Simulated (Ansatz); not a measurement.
# Zr (P6_3/mmc) in Ansatz: notebook

Runs on Zr. Level: PBE. Tasks: single point.

Program: Ansatz 0.2.0. These are calculated values, not measurements. Logs are shortened: lines on timing, memory, paths and dates and some standing lists are left out, and cuts for length are marked.

## (1) The structure

Symmetry: P6_3/mmc, No. 194, hexagonal system. Conventional cell: a = 3.232 Å, b = 3.232 Å, c = 5.147 Å, α = 90.00°, β = 90.00°, γ = 120.00°. Around Zr (site symmetry -6m2) lie 12 Zr at 3.18 to 3.23 Å.

## (2) Single point, PBE

Contents of input.yaml:

```yaml
crystal:
  lattice:
    - [3.232, 0.0, 0.0]
    - [-1.616, 2.798994105, 0.0]
    - [0.0, 0.0, 5.147]
  atoms:
    - { symbol: Zr, position: [0.6666666667, 0.3333333333, 0.75] }
    - { symbol: Zr, position: [0.3333333333, 0.6666666667, 0.25] }
kpoints:
  mp_grid: { grid: [9, 9, 5] }
scf:
  occupations: { method: gaussian, width: 0.026 }
hamiltonian:
  xc: pbe
  pseudopotentials: { kind: all_electron, lapw: { basis_error: 0.001 } }
output:
  forces: true
  stress: true
  eigenvalues: true
```

Potentials or basis: all-electron LAPW, scalar-relativistic.

On the command line:

```sh
ansatz run input.yaml --threads 1 --pin off --max-ram 3072MiB --backend cpu --events-out ev --progress --plain --runs-dir out
```

The program printed:

```text
Warning: RAYON_NUM_THREADS=1 ignored (pool sized by the plan → 1); use --threads N
LAPW: plane waves up to 6.756 Å⁻¹, error target 1.0e-3 eV per atom; small_component_spin mean_spin; Zr in spheres of 1.589 Å, 22 of its electrons in bands, Dirac shells [] (how accurate: hamiltonian.pseudopotentials.lapw.basis_error, Limitations)
Engine: ansatz 0.2.0, aarch64-unknown-linux-gnu
Pseudopotentials: kind: all_electron
Pseudopotential: Zr, LAPW, valence charge 22, lapw/all_electron/scalar/gaussian/Zr, Koelling and Harmon's equation, gaussian nucleus
Functional definition: PBE
  parameter kappa = 0.804
  parameter beta = 0.06672455060314922
  exchange = pbe_x(kappa = kappa, mu = beta*pi^2/3)
  correlation = pbe_c(beta = beta)
Crystal: 2 atoms, lattice volume = 46.562 Å³
Basis set: ecut = 173.88150169088817 eV, 251 PW (Γ), exchange–correlation at level 2
Bands: 27, of which v1, the nominal top of the filled ones, is band 22 counted from 1 (21 counted from 0)
Symmetry: 24 space group operations
Space group: P63/mmc (ITA 194), of the structure as read, at distance tolerance 3.6e-5 Å
k-points: 36 of 405
Non-local potential: Zr, projectors of the file, none
Initial density: superposition of atomic densities (chi_scale 0.1, normalization cell)
Initial wavefunctions: plane waves of lowest kinetic energy (no species holds an atomic orbital)
Functional: x = pbe(κ = 0.804, μ = 0.2195149727645171), c = pbe(β = 0.06672455060314922)
iter 1 solved again at ethr=3.55e-4 eV; its pass at ethr=1.00e-1 eV (dr2=1.56e-1 eV) is discarded
SCF iter   1: F=—  HF=-195854.400442 eV  |F-HF|=—  |Δ(HF+E_count)|=         —  Δρ=1.91e-2  dr2=1.57e-1  ethr=3.55e-4  ⟨swp⟩=2.7  Hψ=6468  notcnv=0
preconditioner: auto → Resta (q_TF=auto, 2.703 Å⁻¹)  ε∞=17.5  [insulator: Δε(μ)=0.059 eV  Ē_g=3.784 eV  σ=0.026 eV  W_gap=0.52  n_scr=22 (ndim 8)  ℏωp=15.4 eV  f_vac=0.000  D(μ)=3.02/eV (n_scr^D=34)  ε∞_Penn≈17.5]
SCF iter   2: F=—  HF=-195854.239992 eV  |F-HF|=—  |Δ(HF+E_count)|=   1.60e-1  Δρ=1.11e-2  dr2=6.13e-2  ethr=3.55e-4  ⟨swp⟩=2.0  Hψ=3168  notcnv=0
preconditioner: auto → Kerker (q_TF=auto, 2.703 Å⁻¹)  [metal: Δε(μ)=0.015 eV  Ē_g=3.667 eV  σ=0.026 eV  W_gap=0.31  n_scr=22 (ndim 8)  ℏωp=15.4 eV  f_vac=0.000  D(μ)=2.71/eV (n_scr^D=22)]
SCF iter   3: F=—  HF=-195854.228847 eV  |F-HF|=—  |Δ(HF+E_count)|=   1.11e-2  Δρ=5.90e-3  dr2=1.91e-2  ethr=1.39e-4  ⟨swp⟩=2.0  Hψ=3015  notcnv=0
iter 4 solved again at ethr=3.85e-6 eV; its pass at ethr=4.35e-5 eV (dr2=1.69e-3 eV) is discarded
SCF iter   4: F=—  HF=-195854.227208 eV  |F-HF|=—  |Δ(HF+E_count)|=         —  Δρ=1.65e-3  dr2=1.69e-3  ethr=3.85e-6  ⟨swp⟩=2.0  Hψ=5027  notcnv=0
the basis was enlarged: its passes take 719.3 KiB over the memory plan, 1 of 1 planned eigensolver slots
SCF iter   5: F=—  HF=-195854.227062 eV  |F-HF|=—  |Δ(HF+E_count)|=   1.46e-4  Δρ=4.22e-4  dr2=1.02e-4  ethr=3.84e-6  ⟨swp⟩=2.0  Hψ=2997  notcnv=0
SCF iter   6: F=—  HF=-195854.227067 eV  |F-HF|=—  |Δ(HF+E_count)|=   5.00e-6  Δρ=1.51e-4  dr2=1.33e-5  ethr=2.31e-7  ⟨swp⟩=2.0  Hψ=2987  notcnv=0
SCF iter   7: F=—  HF=-195854.227067 eV  |F-HF|=—  |Δ(HF+E_count)|=   2.10e-7  Δρ=2.23e-5  dr2=3.60e-7  ethr=3.03e-8  ⟨swp⟩=2.0  Hψ=2986  notcnv=0
SCF iter   8: F=-195854.227067 eV  HF=-195854.227067 eV  |F-HF|=6.34e-9  |Δ(HF+E_count)|=   3.66e-8  Δρ=8.52e-6  dr2=3.79e-8  ethr=8.19e-10  ⟨swp⟩=2.1  Hψ=2990  notcnv=0
SCF 1 converged in 8 iterations: F = -195854.227067 eV  dr2 = 3.79e-8
SCF converged after 8 iterations
Free energy (F): -195854.227067 eV
Harris-Foulkes:  -195854.227067 eV  (|F-HF|=6.34e-9)
Internal energy: -195854.225966 eV  (E = F + TS)
E sigma→0 (E₀):  -195854.226516 eV
Entropy (-TS):   -0.001101 eV (-0.550 meV/atom)
Fermi energy:    15.809970 eV
--- Per-component energies (eV) ---
  E_band       = -3210.924471
  E_kinetic    = 202299.608276
  E_xc         = -6221.760848
  E_electrostatic = -391932.073393  (all electrons and nuclei)
  E_smearing   = -0.001101  (= −TS)
  E_closure    = 0.000000  (closes the sum)
  E_atoms      = -195839.623081  (free atoms, spherical and without spin; not in F)
  Σ components = -195854.227067   (vs F -195854.227067, Δ=0.00e0)
  Basis errors (estimates in eV, not in F): energy 1.6e-4 per atom: plane waves 1.2e-4 (6.2e-5 summed), levels above the bands 0.0e0, relativity 5.6e-8, radial functions 4.2e-5, core shells 6.0e-7; eigenvalues (radial functions only) 8.4e-7; not estimated: angular momenta, meshes, grids; target (lapw.basis_error) 1.0e-3; muffin-tin radii Zr 1.589 Å
--- Forces (eV/Å), atoms counted from 1 ---
  atom   1  Zr     0.00000000    -0.00000000     0.00000000
  atom   2  Zr     0.00000000     0.00000000     0.00000000
  max |Σ_I F_I| component: 1.85e-16 eV/Å
--- Stress (GPa, compression-positive) ---
        0.241077       0.000000       0.000000
        0.000000       0.241077       0.000000
        0.000000       0.000000       1.328307
  P = ⅓ Tr σ = 0.6035 GPa (6.035 kbar)
--- Band table (eV; the first three rows and the last of 36) ---
  k-point 0: bands = ["-152.9864", "-152.9864", "-152.9864", "-152.9864", "-152.9847", "-152.9847", "-152.9613", "-152.9613", "-152.9613", "-152.9613", "-33.0570", "-32.9021", "-11.5871", "-10.7176", "-10.7176", "-10.5798", "-10.5759", "-10.5759", "10.1244", "12.7434", "16.6316", "16.6316", "16.7827", "16.9447", "17.3246", "17.3246", "17.9048"]
  k-point 1: bands = ["-152.9864", "-152.9864", "-152.9864", "-152.9864", "-152.9847", "-152.9847", "-152.9613", "-152.9613", "-152.9613", "-152.9613", "-33.0424", "-32.9171", "-11.4966", "-10.7042", "-10.7042", "-10.6824", "-10.5896", "-10.5896", "10.4537", "12.7031", "16.4003", "16.4947", "16.4947", "16.5329", "17.0929", "17.0929", "18.3711"]
  k-point 2: bands = ["-152.9864", "-152.9864", "-152.9864", "-152.9864", "-152.9847", "-152.9847", "-152.9613", "-152.9613", "-152.9613", "-152.9613", "-33.0041", "-32.9562", "-11.2546", "-10.9441", "-10.6690", "-10.6690", "-10.6252", "-10.6252", "11.3191", "12.2792", "15.7945", "16.0070", "16.4512", "16.4512", "16.6872", "16.6872", "19.2806"]
  k-point 35: bands = ["-152.9864", "-152.9864", "-152.9864", "-152.9864", "-152.9847", "-152.9847", "-152.9613", "-152.9613", "-152.9613", "-152.9613", "-32.8849", "-32.8849", "-11.3413", "-11.3413", "-11.1703", "-11.0709", "-10.7531", "-10.7531", "14.3052", "14.3436", "14.3436", "14.6122", "15.7603", "15.7603", "17.5854", "18.2211", "20.1687"]
```

Run time: 13 s. Hardware: 1 thread of Arm Neoverse N1, shared host; peak memory 0.28 GiB.

What came out:

| Quantity | Value |
| --- | --- |
| Free energy | -195854.2271 eV |
| Pressure | 0.6 GPa |
| Band gap on the k mesh | none (metal or under the smearing width) |

Stress tensor (GPa, compression positive):
```
0.24 0.00 0.00
0.00 0.24 0.00
0.00 0.00 1.33
```

## (3) Single point, PBE

input.yaml: that of step 2 with these lines changed.

```diff
@@ -11,3 +11,3 @@
 scf:
-  occupations: { method: gaussian, width: 0.026 }
+  occupations: { method: gaussian, width: 0.018 }
 hamiltonian:
```

Potentials or basis: all-electron LAPW, scalar-relativistic.

On the command line:

```sh
ansatz run input.yaml --threads 1 --pin off --max-ram 3072MiB --backend cpu --events-out ev --progress --plain --runs-dir out
```

The program printed:

```text
Warning: RAYON_NUM_THREADS=1 ignored (pool sized by the plan → 1); use --threads N
LAPW: plane waves up to 6.756 Å⁻¹, error target 1.0e-3 eV per atom; small_component_spin mean_spin; Zr in spheres of 1.589 Å, 22 of its electrons in bands, Dirac shells [] (how accurate: hamiltonian.pseudopotentials.lapw.basis_error, Limitations)
Engine: ansatz 0.2.0, aarch64-unknown-linux-gnu
Pseudopotentials: kind: all_electron
Pseudopotential: Zr, LAPW, valence charge 22, lapw/all_electron/scalar/gaussian/Zr, Koelling and Harmon's equation, gaussian nucleus
Functional definition: PBE
  parameter kappa = 0.804
[... 44 lines left out ...]
  atom   1  Zr     0.00000000     0.00000000     0.00000000
  atom   2  Zr     0.00000000     0.00000000     0.00000000
  max |Σ_I F_I| component: 1.85e-16 eV/Å
--- Stress (GPa, compression-positive) ---
        0.233728      -0.000000       0.000000
       -0.000000       0.233728       0.000000
        0.000000       0.000000       1.341900
  P = ⅓ Tr σ = 0.6031 GPa (6.031 kbar)
--- Band table (eV; the first three rows and the last of 36) ---
  k-point 0: bands = ["-152.9864", "-152.9864", "-152.9864", "-152.9864", "-152.9847", "-152.9847", "-152.9613", "-152.9613", "-152.9613", "-152.9613", "-33.0570", "-32.9021", "-11.5869", "-10.7176", "-10.7176", "-10.5796", "-10.5760", "-10.5760", "10.1244", "12.7435", "16.6314", "16.6314", "16.7828", "16.9448", "17.3244", "17.3244", "17.9049"]
  k-point 1: bands = ["-152.9864", "-152.9864", "-152.9864", "-152.9864", "-152.9847", "-152.9847", "-152.9613", "-152.9613", "-152.9613", "-152.9613", "-33.0424", "-32.9171", "-11.4964", "-10.7042", "-10.7042", "-10.6822", "-10.5897", "-10.5897", "10.4537", "12.7031", "16.4004", "16.4946", "16.4946", "16.5330", "17.0928", "17.0928", "18.3713"]
  k-point 2: bands = ["-152.9864", "-152.9864", "-152.9864", "-152.9864", "-152.9847", "-152.9847", "-152.9613", "-152.9613", "-152.9613", "-152.9613", "-33.0041", "-32.9562", "-11.2544", "-10.9439", "-10.6691", "-10.6691", "-10.6253", "-10.6253", "11.3190", "12.2792", "15.7947", "16.0072", "16.4511", "16.4511", "16.6872", "16.6872", "19.2807"]
  k-point 35: bands = ["-152.9864", "-152.9864", "-152.9864", "-152.9864", "-152.9847", "-152.9847", "-152.9613", "-152.9613", "-152.9613", "-152.9613", "-32.8849", "-32.8849", "-11.3412", "-11.3412", "-11.1704", "-11.0710", "-10.7530", "-10.7530", "14.3051", "14.3438", "14.3438", "14.6121", "15.7603", "15.7603", "17.5852", "18.2211", "20.1688"]
```

Run time: 13 s. Hardware: 1 thread of Arm Neoverse N1, shared host; peak memory 0.28 GiB.

Results:

```
Free energy            : -195854.2268 eV
Pressure               : 0.6 GPa
Band gap on the k mesh : none (metal or under the smearing width)
```

Levels at points of the mesh, in eV from the Fermi level:
| k point | band 20 | band 21 | band 22 | band 23 | band 24 | band 25 |
| --- | --- | --- | --- | --- | --- | --- |
| (0.00, 0.00, 0.00) | -3.07 | 0.82 | 0.82 | 0.97 | 1.13 | 1.51 |

## (4) Single point, PBE

input.yaml: that of step 3 with these lines changed.

```diff
@@ -11,3 +11,3 @@
 scf:
-  occupations: { method: gaussian, width: 0.018 }
+  occupations: { method: gaussian, width: 0.014 }
 hamiltonian:
```

Potentials or basis: all-electron LAPW, scalar-relativistic.

On the command line:

```sh
ansatz run input.yaml --threads 1 --pin off --max-ram 3072MiB --backend cpu --events-out ev --progress --plain --runs-dir out
```

The program printed:

```text
Warning: RAYON_NUM_THREADS=1 ignored (pool sized by the plan → 1); use --threads N
LAPW: plane waves up to 6.756 Å⁻¹, error target 1.0e-3 eV per atom; small_component_spin mean_spin; Zr in spheres of 1.589 Å, 22 of its electrons in bands, Dirac shells [] (how accurate: hamiltonian.pseudopotentials.lapw.basis_error, Limitations)
Engine: ansatz 0.2.0, aarch64-unknown-linux-gnu
Pseudopotentials: kind: all_electron
Pseudopotential: Zr, LAPW, valence charge 22, lapw/all_electron/scalar/gaussian/Zr, Koelling and Harmon's equation, gaussian nucleus
Functional definition: PBE
  parameter kappa = 0.804
  parameter beta = 0.06672455060314922
  exchange = pbe_x(kappa = kappa, mu = beta*pi^2/3)
[... 44 lines left out ...]
  atom   2  Zr     0.00000000     0.00000000     0.00000000
  max |Σ_I F_I| component: 0.00e0 eV/Å
--- Stress (GPa, compression-positive) ---
        0.226648       0.000000       0.000000
        0.000000       0.226648       0.000000
        0.000000       0.000000       1.353478
  P = ⅓ Tr σ = 0.6023 GPa (6.023 kbar)
--- Band table (eV; the first three rows and the last of 36) ---
  k-point 0: bands = ["-152.9863", "-152.9863", "-152.9863", "-152.9863", "-152.9846", "-152.9846", "-152.9613", "-152.9613", "-152.9613", "-152.9613", "-33.0570", "-32.9021", "-11.5867", "-10.7177", "-10.7177", "-10.5794", "-10.5761", "-10.5761", "10.1244", "12.7435", "16.6314", "16.6314", "16.7829", "16.9448", "17.3244", "17.3244", "17.9050"]
  k-point 1: bands = ["-152.9863", "-152.9863", "-152.9863", "-152.9863", "-152.9846", "-152.9846", "-152.9613", "-152.9613", "-152.9613", "-152.9613", "-33.0424", "-32.9171", "-11.4963", "-10.7043", "-10.7043", "-10.6821", "-10.5897", "-10.5897", "10.4537", "12.7031", "16.4005", "16.4946", "16.4946", "16.5331", "17.0928", "17.0928", "18.3713"]
  k-point 2: bands = ["-152.9863", "-152.9863", "-152.9863", "-152.9863", "-152.9846", "-152.9846", "-152.9613", "-152.9613", "-152.9613", "-152.9613", "-33.0041", "-32.9562", "-11.2543", "-10.9437", "-10.6691", "-10.6691", "-10.6253", "-10.6253", "11.3191", "12.2792", "15.7948", "16.0073", "16.4511", "16.4511", "16.6871", "16.6871", "19.2808"]
  k-point 35: bands = ["-152.9863", "-152.9863", "-152.9863", "-152.9863", "-152.9846", "-152.9846", "-152.9613", "-152.9613", "-152.9613", "-152.9613", "-32.8849", "-32.8849", "-11.3412", "-11.3412", "-11.1705", "-11.0711", "-10.7529", "-10.7529", "14.3051", "14.3439", "14.3439", "14.6120", "15.7604", "15.7604", "17.5852", "18.2211", "20.1688"]
```

It took 12 s on 1 thread of Arm Neoverse N1, shared host; peak memory 0.28 GiB.

Results:

```yaml
Free_energy: -195854.2266 eV
Pressure: 0.6 GPa
Band_gap_on_the_k_mesh: none (metal or under the smearing width)
```

## (5) Overview

| smearing | gap on the mesh (eV) | pressure (GPa) |
| --- | --- | --- |
| gaussian 0.026 eV | none | 0.6 |
| gaussian 0.018 eV | none | 0.6 |
| gaussian 0.014 eV | none | 0.6 |

Alike in all rows: task single point; level PBE; potentials or basis all-electron LAPW, scalar-relativistic; no spin polarisation; cell as given; k mesh 9 × 9 × 5; cutoff (eV) 174; basis error allowed 0.001 eV/atom.

Every run on the cell as given and a fine mesh finds a metal.

Compare energies only between runs with the same functional and basis.
